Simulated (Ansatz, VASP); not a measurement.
# Mg: VASP beside Ansatz

The input INCAR:

```
SYSTEM = Mg
  PREC = Accurate
  ENCUT = 520
  EDIFF = 1E-8
  ISMEAR = -1
  SIGMA = 0.05
  LREAL = .False.
  LASPH = .True.
  NELM = 80
  ALGO = Normal
  ISIF = 2
  LWAVE = .False.
  LCHARG = .False.
  GGA = PE
  LEFG = .True.
  NBANDS = 7
```

File KPOINTS:

```
regular mesh
0
Gamma
  13 13 13
  0 0 0
```

POSCAR

```
Mg
1.0
   -1.8154403820      1.8154403820      1.8154403820
    1.8154403820     -1.8154403820      1.8154403820
    1.8154403820      1.8154403820     -1.8154403820
Mg
1
Direct
    0.0000000000      0.0000000000      0.0000000000
```

Input for Ansatz:

```yaml
crystal:
  lattice:
    - [-1.815440382, 1.815440382, 1.815440382]
    - [1.815440382, -1.815440382, 1.815440382]
    - [1.815440382, 1.815440382, -1.815440382]
  atoms:
    - { symbol: Mg, position: [0.0, 0.0, 0.0] }
kpoints:
  mp_grid: { grid: [13, 13, 13] }
scf:
  occupations: { method: fermi_dirac, width: 0.05 }
hamiltonian:
  xc: pbe
  pseudopotentials: { kind: paw }
output:
  forces: true
  stress: true
  eigenvalues: true
  efg: { contact_densities: true }
```

Change from the starting cell: volume scaled by 1.04, PAW files.

Alike in both runs: task electric field gradients; functional PBE; k mesh 13 × 13 × 13; occupations fermi-dirac, width 0.05 eV; no spin polarisation.

|  | VASP | Ansatz |
| --- | --- | --- |
| version | VASP 6.6.1 | Ansatz 0.2.0 |
| potentials or method | VASP PAW PBE potentials, release 64 (Mg) | PAW with Ansatz's default frozen-core files, scalar-relativistic |
| plane-wave cutoff (eV) | 520 | 420 |
| valence electrons in the cell | 2 | 10 |

Ansatz gave:

* pressure (GPa): -1.3
* Vzz of the field gradient on the site that differs most (V/Å²): 0.0

Question: Estimate VASP's values.

Answer: Pressure (GPa): -1.4; Vzz of the field gradient on the site that differs most (V/Å²): 0.0.

The functional is the same, so the differences come from potentials, cutoffs and numerics. The two sets of potentials don't hold the same shells in valence.
